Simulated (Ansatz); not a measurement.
Al3Cu: computed properties

These are results of Ansatz 0.2.0, DFT r2SCAN, scalar-relativistic, plane waves, PAW, not measurements.

Plane waves to 500 eV, a k mesh through Γ of 12×12×12 on the computed 4-atom cell and Gaussian smearing (0.10 eV); no spin polarisation.

The structure is relaxed at this level of theory with its symmetry kept. Whether it is the stable form of this composition wasn't checked.

```cif
data_structure
_symmetry_space_group_name_H-M 'Pm-3m'
_symmetry_Int_Tables_number 221
_cell_length_a 3.8891
_cell_length_b 3.8891
_cell_length_c 3.8891
_cell_angle_alpha 90.000
_cell_angle_beta 90.000
_cell_angle_gamma 90.000
_cell_volume 58.82
loop_
_atom_site_label
_atom_site_type_symbol
_atom_site_symmetry_multiplicity
_atom_site_Wyckoff_symbol
_atom_site_fract_x
_atom_site_fract_y
_atom_site_fract_z
_atom_site_occupancy
Al1 Al 3 c 0.00000 0.50000 0.50000 1
Cu1 Cu 1 a 0.00000 0.00000 0.00000 1
```

Q: Formation energy from the elements' standard states (uncorrected)?

A: -0.029 eV/atom.

Q: Density of states at the Fermi level?

A: 1.36 states/eV per cell.

Q: Löwdin character within 0.5 eV of the Fermi level?

A: Al 3p 55 %, Al 3s 20 %, Cu 3d 8 %, Cu 4s 8 %, unprojected 9 %.

Q: Bulk modulus?

A: 106 GPa.

Q: Its pressure derivative?

A: 4.2.

Q: Bader charges (e)?

A: Al (3 in the cell) 0.31, Cu (1 in the cell) -0.93.